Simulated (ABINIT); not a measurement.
Runs of ABINIT 10.8.3 (patched build) on HfC. It takes space group Fm-3m (No. 225, cubic). Conventional cell: a = 4.650 Å, b = 4.650 Å, c = 4.650 Å, α = 90.00°, β = 90.00°, γ = 90.00°. Hf (site symmetry m-3m) is surrounded by 6 C at 2.33 Å. Around C (site symmetry m-3m) lie 6 Hf at 2.33 Å. 

```csv
task,level,potentials or basis,cell,k mesh,cutoff (eV),cell freedom (optcell),optimiser (ionmov),cutoff smearing ecutsm (Ha),force stop (Ha/bohr),bands in the sums,gap on the mesh (eV),pressure (GPa),relaxed volume (Å³/atom)
single point,LDA,PseudoDojo NC SR LDA v0.4.1 standard,as given,8 × 8 × 8,844,-,-,-,-,-,none,-,-
relaxation of cell and atoms,PBEsol,PseudoDojo NC SR PBEsol v0.4.1 standard,relaxed,8 × 8 × 8,1116,2,2,0.5,2e-05,-,none,0.0,12.25
single point,PBEsol,PseudoDojo NC SR PBEsol v0.4.1 standard,cell relaxed,8 × 8 × 8,1116,-,-,-,-,-,none,-0.1,-
single point,PBEsol,PseudoDojo NC SR PBEsol v0.4.1 standard,as given,8 × 8 × 8,1007,-,-,-,-,-,none,-6.4,-
relaxation of cell and atoms,LDA,PseudoDojo NC SR LDA v0.4.1 standard,relaxed,8 × 8 × 8,1116,2,2,0.5,2e-05,-,none,0.0,11.87
single point,LDA,PseudoDojo NC SR LDA v0.4.1 standard,cell relaxed,8 × 8 × 8,1116,-,-,-,-,-,none,-0.1,-
optical spectrum,LDA,PseudoDojo NC SR LDA v0.4.1 standard,cell relaxed at zero pressure by an earlier run,"6 × 6 × 6, with 4 shifts",1116,-,-,0.5,-,14,-,(a),-
```

Alike in all rows: no spin polarisation; smearing fermi-dirac 0.05 eV.

Question: Fill in the values left out.

Answer: (a) 0.1.

Caveats: the intraband (Drude) term is left out (some runs); spectra need much finer meshes, so this one isn't converged (some runs); independent-particle spectra lack excitons (some runs).

A k mesh can miss the band edges, and the runs leave out spin-orbit coupling on Hf.

A gap of «none» marks a metal or a gap under the smearing width.

Runs at the PBE level aren't shown here.
